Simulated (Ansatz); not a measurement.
Elastic constants of Cu at 7 GPa (stress–strain coefficients): input and output

Theory: DFT PBE, scalar-relativistic, plane waves, PAW in Ansatz.

Launched with:
```bash
ansatz run input.yaml --threads 1 --pin off --max-ram 3072MiB --backend cpu --events-out ev --progress --plain --runs-dir out
```

Input (bare energies are in eV):
```yaml
crystal:
  lattice:
    - [2.5265329779, 0.0, 0.0]
    - [-1.2632664889, 2.1880417424, 0.0]
    - [0.0, 0.0, 4.1434081599]
  atoms:
    - { symbol: Cu, position: [0.3333333333, 0.6666666667, 0.25] }
    - { symbol: Cu, position: [0.6666666667, 0.3333333333, 0.75] }
basis:
  ecutwfc: 420
kpoints:
  mp_grid: { grid: [18, 18, 10] }
hamiltonian:
  xc: pbe
scf:
  occupations: { method: fermi_dirac, width: 0.15 }
output:
  forces: true
  stress: true
  eigenvalues: true
elastic:
  mode: relaxed_ion
  amplitude: 0.005
```

From the output:
```
--- Elastic constants: 3 strain directions × 4 members + reference (group order 24) ---
  dense FFT box of the reference and of every strained cell: 18×18×30
  strains applied: 11, 33, 23; error gains: componentwise 1.00 (the most a stress slope's error grows in a printed constant), spectral 1.41 (1 for all six strains in a standard setting)
  C = ∂σ_k/∂η_j (tension-positive GPa; Voigt order 11 22 33 23 13 12):
       257.638    156.506    107.964      0.000      0.000     -0.000
       156.506    257.638    107.964      0.000      0.000      0.000
       107.916    107.916    302.005      0.000      0.000      0.000
         0.000      0.000      0.000     46.165      0.000      0.000
         0.000      0.000      0.000     -0.000     46.165      0.000
         0.000     -0.000     -0.000      0.000      0.000     50.566
  reference stress σ⁰ (GPa):     -7.000     -7.000     -7.001     -0.000     -0.000     -0.000
  C* (energy form; C + prestress term) asymmetry max|C*_kj − C*_jk| = 4.863e-2 GPa — a small one proves nothing (zero by symmetry where the batch's group is 432, −43m or m−3m); a large one is finite-difference/SCF noise where every solve ...
  moduli (Voigt/Reuss/Hill, GPa): K = 173.56/173.55/173.56   G = 58.24/53.70/55.97   E = 151.61   ν = 0.354
  mechanically stable: yes (min eigenvalue of sym C = 46.16 GPa)
  harmonic check of the ions' relaxations: strain 23: 1 pair too noisy to judge
  the stresses are not corrected for the forces that the relaxations left standing (`elastic.f_tol`)
  strain η (Voigt 11):  stress-route row diagonal C_11 = 257.64 GPa, energy-path curvature d²(F+E_count+ΔE)/dδ²/Ω₀ = 257.76 GPa
    cells at ±δ against ±2δ: C11 257.79 and 258.26 GPa, apart by 0.18 % of the column's largest entry
         δ    σ_11 (GPa) F (eV) n_scf n_hpsi n_pw
    -1.000e-2      -9.7112      -13250.3218151      10  213883    458   relax 5 steps, max|allowed force component| 6.67e-6 eV/Å
    -5.000e-3      -8.3204      -13250.3282538      10  214658    459   relax 3 steps, max|allowed force component| 2.76e-6 eV/Å
     5.000e-3      -5.7424      -13250.3382722      10  212361    466   relax 3 steps, max|allowed force component| 3.07e-6 eV/Å
     1.000e-2      -4.5460      -13250.3419513      10  212694    470   relax 3 steps, max|allowed force component| 1.19e-6 eV/Å
  strain η (Voigt 33):  stress-route row diagonal C_33 = 302.00 GPa, energy-path curvature d²(F+E_count+ΔE)/dδ²/Ω₀ = 302.16 GPa
    cells at ±δ against ±2δ: C33 302.09 and 302.35 GPa, apart by 0.09 % of the column's largest entry
         δ    σ_33 (GPa) F (eV) n_scf n_hpsi n_pw
    -1.000e-2     -10.1419      -13250.3214956       8   96977    462   relax 0 steps, max|allowed force component| 3.87e-17 eV/Å
    -5.000e-3      -8.5398      -13250.3281746       4   76599    462   relax 0 steps, max|allowed force component| 3.70e-17 eV/Å
     5.000e-3      -5.5189      -13250.3381929       6   96376    462   relax 0 steps, max|allowed force component| 1.62e-17 eV/Å
     1.000e-2      -4.0949      -13250.3416258       6   77085    464   relax 0 steps, max|allowed force component| 1.91e-17 eV/Å
  strain η (Voigt 23):  stress-route row diagonal C_44 = 46.16 GPa, energy-path curvature d²(F+E_count+ΔE)/dδ²/Ω₀ = 49.79 GPa
    cells at ±δ against ±2δ: C44 46.17 and 46.20 GPa, apart by 0.06 % of the column's largest entry
         δ    σ_23 (GPa) F (eV) n_scf n_hpsi n_pw
    -1.000e-2      -0.4620      -13250.3333685      10  340486    464   relax 3 steps, max|allowed force component| 3.25e-5 eV/Å
    -5.000e-3      -0.2309      -13250.3336336      10  340532    462   relax 2 steps, max|allowed force component| 4.34e-5 eV/Å
     5.000e-3       0.2309      -13250.3336336      10  340844    462   relax 3 steps, max|allowed force component| 3.33e-6 eV/Å
     1.000e-2       0.4620      -13250.3333685      10  340871    464   relax 3 steps, max|allowed force component| 3.25e-5 eV/Å
```

The run took 7.4 min on 1 thread of AMD EPYC 7R43 64-Core Processor (Zen 3) (shared host), peak memory 0.73 GiB.

In a metal, frequencies and elastic constants depend on the k mesh and the smearing, soft modes and shear constants most. Other phases may be more stable at this pressure.

This form isn't the element's structure at ambient conditions.